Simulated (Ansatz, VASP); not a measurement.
# Nb: VASP beside Ansatz

INCAR

```
  PREC = Accurate
  ENCUT = 520
  EDIFF = 1E-8
  ISMEAR = -1
  SIGMA = 0.08
  LREAL = False
  LASPH = True
  NELM = 80
  ALGO = Normal
  ISIF = 2
  LWAVE = False
  LCHARG = False
  GGA = PE
  LEFG = True
  NBANDS = 12
```

File KPOINTS:

```
Automatic mesh
0
Gamma
  13 13 13
```

The input POSCAR:

```
Nb
1.0
    0.0000000000      2.1496782947      2.1496782947
    2.1496782947      0.0000000000      2.1496782947
    2.1496782947      2.1496782947      0.0000000000
Nb
1
Direct
    0.0000000000      0.0000000000      0.0000000000
```

Input for Ansatz:

```yaml
crystal:
  lattice:
    - [0.0, 2.1496782947, 2.1496782947]
    - [2.1496782947, 0.0, 2.1496782947]
    - [2.1496782947, 2.1496782947, 0.0]
  atoms:
    - { symbol: Nb, position: [0.0, 0.0, 0.0] }
kpoints:
  mp_grid: { grid: [13, 13, 13] }
scf:
  occupations: { method: fermi_dirac, width: 0.08 }
hamiltonian:
  xc: pbe
  pseudopotentials: { kind: paw }
output:
  forces: true
  stress: true
  eigenvalues: true
  efg: { contact_densities: true }
```

Change from the starting cell: volume scaled by 1.05, PAW files.

Alike in both runs: task electric field gradients; functional PBE; k mesh 13 × 13 × 13; occupations fermi-dirac, width 0.08 eV; no spin polarisation.

|  | VASP | Ansatz |
| --- | --- | --- |
| version | VASP 6.6.1 | Ansatz 0.2.0 |
| potentials or method | VASP PAW PBE potentials, release 64 (Nb_sv) | PAW with Ansatz's default frozen-core files, scalar-relativistic |
| plane-wave cutoff (eV) | 520 | 420 |
| valence electrons in the cell | 13 | 13 |

VASP gave:

```
pressure (GPa)                                                 : -8.5
Vzz of the field gradient on the site that differs most (V/Å²) : 0.0
```

Question: What did Ansatz give for the same quantities?

Answer: Pressure (GPa): -8.2; Vzz of the field gradient on the site that differs most (V/Å²): 0.0.

Ansatz warned: «gradients_without_spin_orbit».
